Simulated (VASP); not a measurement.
Input of a VASP 6.6.1 run:

The input INCAR:

```
SYSTEM = InP
PREC     = Accurate       ! precision mode
ENCUT    = 520            ! plane-wave cutoff, eV
EDIFF    = 1E-7           ! SCF threshold, eV
ISMEAR   = -1             ! smearing method
SIGMA    = 0.05           ! smearing width, eV
LREAL    = .False.        ! projectors in reciprocal space
LASPH    = .True.         ! aspherical terms in the spheres
NELM     = 100            ! most SCF steps
ALGO     = Normal         ! electronic algorithm
ISIF     = 2              ! what is computed and relaxed
LWAVE    = .False.        ! write WAVECAR
LCHARG   = .False.        ! write CHGCAR
GGA      = PS             ! functional
NBANDS   = 16             ! bands
```

Contents of KPOINTS:

```
Automatic mesh
0
Gamma
  8 8 8
  0 0 0
```

File POSCAR:

```
InP
1.0
    0.0000000000      2.9305000000      2.9305000000
    2.9305000000      0.0000000000      2.9305000000
    2.9305000000      2.9305000000      0.0000000000
In P
1 1
Direct
    0.0000000000      0.0000000000      0.0000000000
    0.7500000000      0.7500000000      0.7500000000
```

Potentials or basis: VASP PAW PBE potentials, release 64 (In_d, P).

Command:

```sh
$ cat potpaw_PBE.64/In_d/POTCAR potpaw_PBE.64/P/POTCAR > POTCAR
$ mpirun -np 1 vasp_std > vasp.out
```

What does it give for the pressure?

0.6 GPa.

What does it give for the band gap on the k mesh?

0.61 eV, direct.

Caveat: the PAW data sets were made with another functional, which shifts forces and pressure a little; spin-orbit coupling is left out, which moves the levels of the heavy elements.

**Experimental background.**

A printed reference work, data compilation reports, for a bulk crystal of InP at 1.6 K: band gap 1.4236 eV (direct).

A measured gap of InP is 1.4236 eV (direct; 1.6 K; a printed reference work, data compilation); the calculated 0.61 eV misses it by -0.81 eV. Spin-orbit coupling on In is left out. The value is that of PBEsol, without temperature or zero-point motion. Semilocal functionals fall short of measured gaps as a rule.
